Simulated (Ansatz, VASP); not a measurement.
# Te2Mo in two plane-wave programs, part 2 of 2

One calculation is typed for both programs; each brings its own data sets. How far apart do they land? The cell is taken from a series of runs on this material, whose earlier steps may have relaxed, scaled, displaced or heated it; both programs get it as it stands.

VASP 6.6.1 and Ansatz 0.2.0.

So far: The starting structure; VASP: single point, PBEsol, pair 1; Ansatz: single point, PBEsol, pair 1; Differences; Further runs; Ansatz: single point, PBEsol, pair 2.

## Step 7: VASP: single point, PBEsol, pair 2

Level of this step: PBEsol, no spin polarisation; plane waves and PAW (Mo_sv, Te) (VASP).

The same cell, functional, mesh and smearing now go to VASP, with its own data sets.

INCAR

```
SYSTEM = Te2Mo
PREC = Accurate
ENCUT = 400
EDIFF = 1E-06
NELM = 120
ISMEAR = -1
SIGMA = 0.02
LREAL = .FALSE.
ALGO = Normal
GGA = PS
NBANDS = 32
LASPH = .TRUE.
LORBIT = 11
LWAVE = .FALSE.
LCHARG = .FALSE.
ISIF = 2
LDIPOL = .TRUE.
IDIPOL = 3
DIPOL = 0.5 0.5 0.5
LVHAR = .TRUE.
GGA_COMPAT = .FALSE.
EFERMI = MIDGAP
NELMDL = -8
KPAR = 2
```

POSCAR

```
Te2Mo
1.0
    3.4387698212      0.0000000000      0.0000000000
   -1.7193849106      2.9780620229      0.0000000000
    0.0000000000      0.0000000000     43.8000000000
Mo Te
2 4
Direct
    0.3333333333      0.6666666667      0.4238334462
    0.6666666667      0.3333333333      0.5761665538
    0.6666666667      0.3333333333      0.4653560059
    0.6666666667      0.3333333333      0.3824001195
    0.3333333333      0.6666666667      0.6175998805
    0.3333333333      0.6666666667      0.5346439941
```

KPOINTS

```
Automatic mesh
0
Gamma
6 6 1
0 0 0
```

The projector-augmented-wave data sets are Mo_sv and Te (PBE family, release 64).

Command:

```bash
$ mpirun -np 2 vasp_std
```

Numbers of over 12 decimals in the logs are rounded to 6 here.

What it wrote:

```text
[banner, memory and clock lines left out]
running    2 mpi-ranks, on    1 nodes
[...]
[... a notice as in an earlier step ...]

 LDA part: xc-table for (Slater+PW92), standard interpolation
 POSCAR, INCAR and KPOINTS ok, starting setup
[...]
entering main loop
       N       E                     dE             d eps       ncg     rms          rms(c)
DAV:   1     0.390492081880E+03    0.39049E+03   -0.21715E+04   560   0.102E+03
DAV:   2    -0.947101880859E+01   -0.39996E+03   -0.39235E+03   616   0.258E+02
DAV:   3    -0.396499189731E+02   -0.30179E+02   -0.29865E+02   560   0.674E+01
DAV:   4    -0.406729968828E+02   -0.10231E+01   -0.10176E+01   664   0.122E+01
[...]
DAV:  27    -0.392330735218E+02   -0.66847E-05   -0.34013E-07   304   0.228E-03    0.214E-03
DAV:  28    -0.392330753807E+02   -0.18589E-05   -0.56804E-08   264   0.938E-04    0.239E-03
DAV:  29    -0.392330762581E+02   -0.87736E-06   -0.19741E-08   248   0.507E-04
   1 F= -.39233076E+02 E0= -.39233076E+02  d E =-.829895E-09
```

From OUTCAR (step 7):

```text
  Total        2.7970554      2.7970554      1.8761244      0.0000000      0.0000000      0.0000000
  in kB        9.9908098      9.9908098      6.7013340      0.0000000      0.0000000      0.0000000
  external PRESSURE =       8.8943179 kB  Pullay stress =       0.0000000 kB

 POSITION                                       TOTAL-FORCE (eV/Angst)
 -----------------------------------------------------------------------------------
     -0.00000      1.98537     18.56390         0.000000      0.000000     -0.083445
      1.71938      0.99269     25.23610         0.000000     -0.000000      0.083445
      1.71938      0.99269     20.38259        -0.000000     -0.000000     -0.015950
      1.71938      0.99269     16.74913        -0.000000     -0.000000     -0.143961
     -0.00000      1.98537     27.05087         0.000000      0.000000      0.143961
     -0.00000      1.98537     23.41741        -0.000000      0.000000      0.015950
 -----------------------------------------------------------------------------------
    total drift:                                0.000000      0.000000     -0.000000

  FREE ENERGIE OF THE ION-ELECTRON SYSTEM (eV)
  ---------------------------------------------------
  free  energy   TOTEN  =       -39.2330762581 eV

  energy  without entropy=      -39.2330762573  energy(sigma->0) =      -39.23307626

[... 3 further parts left out ...]
[key lines of the parts left out:]
E-fermi :   0.0324
```

## Step 8: Differences

What differs besides the data sets and the points named for the pairs above, as far as they apply: the data sets hold 92 valence electrons in Ansatz (on its default PAW (the set named soft_2) files) and 52 in VASP. Total energies have different zeros and are not compared.

The two programs side by side:

```
              quantity  Ansatz   VASP  difference
gap on the k mesh (eV)   0.754  0.747      +0.007
```

Forces (eV/Å; atoms numbered as in POSCAR):

```
atom        Ansatz x, y, z          VASP x, y, z
 Mo1  0.000, 0.000, -0.083  0.000, 0.000, -0.083
 Mo2   0.000, 0.000, 0.083   0.000, 0.000, 0.083
 Te3  0.000, 0.000, -0.048  0.000, 0.000, -0.016
 Te4  0.000, 0.000, -0.112  0.000, 0.000, -0.144
 Te5   0.000, 0.000, 0.112   0.000, 0.000, 0.144
 Te6   0.000, 0.000, 0.048   0.000, 0.000, 0.016
```

The forces differ by 15 meV/Å r.m.s., which is 27.2 % of the r.m.s. force of 0.056 eV/Å (both taken over all components). A gap on the mesh is an upper bound, since the band edges may lie between its points. With vacuum in the cell, a pressure given here is an average over mostly empty space and none of the material.

## Step 9: VASP: single point, PBEsol, pair 3

With cell and atoms fixed, the geometry can't cause a difference; cores, projectors, grids and the points listed under the comparison can.

INCAR, as its differences from that of step 7:

```diff
@@ -5,4 +5,4 @@
 NELM = 120
-ISMEAR = -1
-SIGMA = 0.02
+ISMEAR = 0
+SIGMA = 0.01
 LREAL = .FALSE.
```

POSCAR is that of step 7.

KPOINTS

```
Automatic mesh
0
Gamma
12 12 1
0 0 0
```

Command:

```bash
$ mpirun -np 2 vasp_std
```

What it wrote:

```text
[... set-up lines as in an earlier step ...]
 entering main loop
       N       E                     dE             d eps       ncg     rms          rms(c)
DAV:   1     0.374563994379E+03    0.37456E+03   -0.22032E+04  1552   0.102E+03
DAV:   2    -0.114849098818E+02   -0.38605E+03   -0.37927E+03  1664   0.258E+02
DAV:   3    -0.396931180745E+02   -0.28208E+02   -0.27818E+02  1528   0.653E+01
DAV:   4    -0.406790908579E+02   -0.98597E+00   -0.98041E+00  1792   0.119E+01
[...]
DAV:  28    -0.392338329719E+02   -0.14271E-05   -0.64521E-08   712   0.969E-04    0.257E-03
DAV:  29    -0.392338341006E+02   -0.11287E-05   -0.28154E-08   728   0.541E-04    0.151E-03
DAV:  30    -0.392338346684E+02   -0.56774E-06   -0.14290E-08   704   0.437E-04
   1 F= -.39233835E+02 E0= -.39233835E+02  d E =0.000000E+00
```

OUTCAR, selected parts (step 9):

```text
  Total        2.7835573      2.7835573      1.9199938      0.0000000     -0.0000000     -0.0000000
  in kB        9.9425959      9.9425959      6.8580313      0.0000000     -0.0000000     -0.0000000
  external PRESSURE =       8.9144077 kB  Pullay stress =       0.0000000 kB

 POSITION                                       TOTAL-FORCE (eV/Angst)
 -----------------------------------------------------------------------------------
     -0.00000      1.98537     18.56390         0.000000     -0.000000     -0.082906
      1.71938      0.99269     25.23610        -0.000000      0.000000      0.082906
      1.71938      0.99269     20.38259        -0.000000     -0.000000     -0.020941
      1.71938      0.99269     16.74913         0.000000     -0.000000     -0.147088
     -0.00000      1.98537     27.05087        -0.000000      0.000000      0.147088
     -0.00000      1.98537     23.41741         0.000000     -0.000000      0.020941
 -----------------------------------------------------------------------------------
    total drift:                                0.000000      0.000000     -0.000000

  FREE ENERGIE OF THE ION-ELECTRON SYSTEM (eV)
  ---------------------------------------------------
  free  energy   TOTEN  =       -39.2338346684 eV

  energy  without entropy=      -39.2338346684  energy(sigma->0) =      -39.23383467

[... 1 part as in an earlier step ...]

[... 2 further parts left out ...]
[key lines of the parts left out:]
E-fermi :   0.0255
```

## Step 10: Ansatz: single point, PBEsol, pair 3

The same cell, functional and mesh now go to Ansatz, which takes its cutoff from its data sets.

The cell is taken from a series of runs on this material, whose earlier steps may have relaxed, scaled, displaced or heated it; both programs get it as it stands.

input.yaml

```yaml
crystal:
  lattice:
    - [3.4387698212, 0.0, 0.0]
    - [-1.7193849106, 2.9780620229, 0.0]
    - [0.0, 0.0, 43.8]
  atoms:
    - { symbol: Mo, position: [0.3333333333, 0.6666666667, 0.4238334462] }
    - { symbol: Te, position: [0.6666666667, 0.3333333333, 0.4653560059] }
    - { symbol: Te, position: [0.6666666667, 0.3333333333, 0.3824001195] }
    - { symbol: Mo, position: [0.6666666667, 0.3333333333, 0.5761665538] }
    - { symbol: Te, position: [0.3333333333, 0.6666666667, 0.6175998805] }
    - { symbol: Te, position: [0.3333333333, 0.6666666667, 0.5346439941] }
  periodic: [true, true, false]
kpoints:
  mp_grid: { grid: [12, 12, 1] }
hamiltonian:
  xc: pbesol
scf:
  occupations: { method: fixed }
  n_extra_bands: 6
output:
  eigenvalues: true
  forces: true
  stress: true
  band_densities: [{ e_range: [-0.08, 0] }, { e_range: [0.6, 0.73] }]
  volumetric_format: npy
```

Command:

```bash
$ ansatz run input.yaml --threads 3 --pin off --max-ram 92160MiB --backend cuda --events-out ev --progress --plain --runs-dir out --devices 1 --max-vram 13GiB
```

What it wrote:

```text
[...]
GPUs: using 1 of 1 available (devices: 1).
[...]
GPU FFT provider: cuFFT
GPU libraries: cuBLAS 13.8.2, cuFFT 12.4.0, cuSOLVER 12.3.4
Crystal: 6 atoms, lattice volume = 448.550 Å³
Basis set: ecut = 420 eV, 8715 PW (Γ), exchange–correlation on 48×48×600 points (8 copies of the dense FFT grid, shifted against one another)
[...]
k-point 18: bands = [... 42 lower, -6.7037, -6.7037, -5.0419, -4.8122, -3.5494, -3.5494, -3.5223, -2.7950, ... 2 higher]
  ° read free of the cell's end (the report's vacuum.weakly_bound_levels)
--- Band densities, each state counted as filled ---
  window                                       electrons  max residual (eV)  cut levels
  e_range: [-0.08, 0]                           0.097222             1.7e-6           0
  e_range: [0.6, 0.73]                          0.166667             2.4e-6           0
[key lines of the parts left out:]
SCF converged after 9 iterations
Free energy (F): -37402.562231 eV
Fermi energy:    -4.586161 eV
P = ½ c Tr σ = 4.4623 N/m
```

## Step 11: Differences

What differs besides the data sets and the points named for the pairs above, as far as they apply: fixed occupations in Ansatz, narrow Gaussian smearing in VASP; the data sets hold 92 valence electrons in Ansatz (on its default PAW (the set named soft_2) files) and 52 in VASP. Total energies have different zeros and are not compared.

Compared:

```
              quantity  Ansatz   VASP  difference
gap on the k mesh (eV)   0.708  0.699      +0.009
```

Forces (eV/Å; atoms numbered as in POSCAR):

```
atom        Ansatz x, y, z          VASP x, y, z
 Mo1  0.000, 0.000, -0.082  0.000, 0.000, -0.083
 Mo2   0.000, 0.000, 0.082   0.000, 0.000, 0.083
 Te3  0.000, 0.000, -0.053  0.000, 0.000, -0.021
 Te4  0.000, 0.000, -0.115  0.000, 0.000, -0.147
 Te5   0.000, 0.000, 0.115   0.000, 0.000, 0.147
 Te6   0.000, 0.000, 0.053   0.000, 0.000, 0.021
```

The forces differ by 15 meV/Å r.m.s., which is 26.6 % of the r.m.s. force of 0.057 eV/Å (both taken over all components). A gap on the mesh is an upper bound, since the band edges may lie between its points. With vacuum in the cell, a pressure given here is an average over mostly empty space and none of the material.

## Step 12: Outcome

- r.m.s. force difference (single point, PBEsol, pair 1): 15 meV/Å
- r.m.s. force difference (single point, PBEsol, pair 2): 15 meV/Å
- r.m.s. force difference (single point, PBEsol, pair 3): 15 meV/Å

**Reading.** The r.m.s. force difference is 15 meV/Å (single point, PBEsol, pair 1), beyond the 12 meV/Å picked in this series as the mark of a large difference. The data sets hold unlike numbers of valence electrons (46 in Ansatz and 26 in VASP and 92 in Ansatz and 52 in VASP), so part of the differences comes from the potentials. Single point, PBEsol, pair 1, VASP with the data sets Mo and Te_sv_GW and a cutoff of 520 eV: the difference in gap on the k mesh goes from -0.0061 to 0.0036 eV. What causes the difference of the single point, PBEsol, pair 2 pair stays open here. What causes the difference of the single point, PBEsol, pair 3 pair stays open here. 3 further runs of this series are not shown here. How closely two codes agree says nothing of how well the functional describes the real material.

[Lines on the potential files, build, host, timing and source positions are cut from VASP's logs without a mark.]

[Logs are printed without paths, hosts, clocks, repeated set-up lines and the standing remarks that a program may print on its own settings, such as how far it seeks lower states.]

[Hosts, paths, dates, database ids (printed as entryN), source tags and the programs' standing remarks are cut or masked in the printed files.]
